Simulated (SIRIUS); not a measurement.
## AlAu under changes of volume

One of the cells (17.090 Å³/atom); the others are scaled copies at fixed shape and fractional positions:

```
Au Al
1.0
     3.24529    0.00000    0.00000
     0.00000    3.24529    0.00000
     0.00000    0.00000    3.24529
Au Al
1 1
Direct
  0.50000 0.50000 0.50000
  0.00000 0.00000 0.00000
```

The cell comes from a database or a generator and needn't be the stable form of this composition.

| Item | Value |
| --- | --- |
| Program | SIRIUS 7.10.0 |
| Functional | PBEsol |
| Potentials or basis | PseudoDojo 0.4.1 PBEsol standard (scalar relativistic) |
| Cutoff | 1054 eV |
| Density cutoff | 4214 eV |
| k mesh | 8 × 8 × 8 |
| Occupations | fermi-dirac, width 0.05 eV |
| Spin | no spin polarisation |

| volume (Å³/atom) | energy over the lowest point (meV/atom) | pressure (GPa) |
| --- | --- | --- |
| 15.749 | 1.42 | 2.0 |
| 16.084 | 0.00 | -0.8 |
| 16.419 | 4.14 | -3.2 |
| 17.090 | 26.70 | -7.2 |
| 17.425 | 43.51 | -8.7 |
| 17.760 | ? | ? |

Problem. What does the run at 17.760 Å³/atom give?

Solution. Energy over the lowest point 63.05 meV/atom; pressure -10.0 GPa.

Worked out: A Birch-Murnaghan fit of order 3 (a polynomial in V^(-2/3)) to the other rows has its minimum at 16.00 Å³/atom with B0 = V·E''(V) = 136 GPa and B' = 6.4. It gives 63.36 meV/atom at 17.760 Å³/atom, against the run's 63.05, and -dE/dV = -10.1 GPa, against -10.0.

Energies are extrapolated to zero smearing.
